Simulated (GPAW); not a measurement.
Crystal: SiC (Moissanite).

```
Si C
1.0
     3.07600    0.00000    0.00000
    -1.53800    2.66389    0.00000
     0.00000    0.00000    5.04800
Si C
2 2
Direct
  0.66667 0.33333 0.50000
  0.33333 0.66667 0.00000
  0.66667 0.33333 0.88500
  0.33333 0.66667 0.38500
```

```yaml
Program: GPAW 26.7.0
Task: relaxation of cell and atoms
Functional: BP86
Dispersion: D4
Potentials_or_basis: PAW data sets generated in the run's folder for this functional
Cutoff: 800 eV
Basis: pw
k_mesh: 7 × 7 × 4
Occupations: fermi-dirac, width 0.05 eV
Spin: no spin polarisation
```

At the start: pressure -1.2 GPa; volume 10.34 Å³/atom.

How do energy, volume and symmetry change on relaxing?

Over 7 steps the energy falls by 9.1 meV/atom and the volume is 10.27 Å³/atom (-0.7 %); space group P6_3mc (No. 186, to 0.05 Å).

The path:
| step | energy change (eV) | largest force (eV/Å) | pressure (GPa) | volume (Å³) |
| --- | --- | --- | --- | --- |
| 1 | 0.0000 | 0.7418 | -1.22 | 41.36 |
| 2 | -0.0254 | 0.4148 | -1.26 | 41.33 |
| 3 | -0.0358 | 0.0590 | -0.93 | 41.25 |
| 4 | -0.0362 | 0.0015 | -0.83 | 41.23 |
| 5 | -0.0364 | 0.0179 | -0.60 | 41.19 |
| 6 | -0.0365 | 0.0218 | -0.10 | 41.09 |
| 7 | -0.0365 | 0.0079 | 0.03 | 41.07 |

Final structure:
```xyz
4
Lattice="3.0689 0.0000 0.0000 -1.5344 2.6577 0.0000 0.0000 0.0000 5.0351" Properties=species:S:1:pos:R:3 pbc="T T T"
Si    1.5344    0.8859    2.5403
Si    0.0000    1.7718    0.0228
C     1.5344    0.8859    4.4333
C     0.0000    1.7718    1.9157
```

Caveat: later steps reuse the first step's grids.
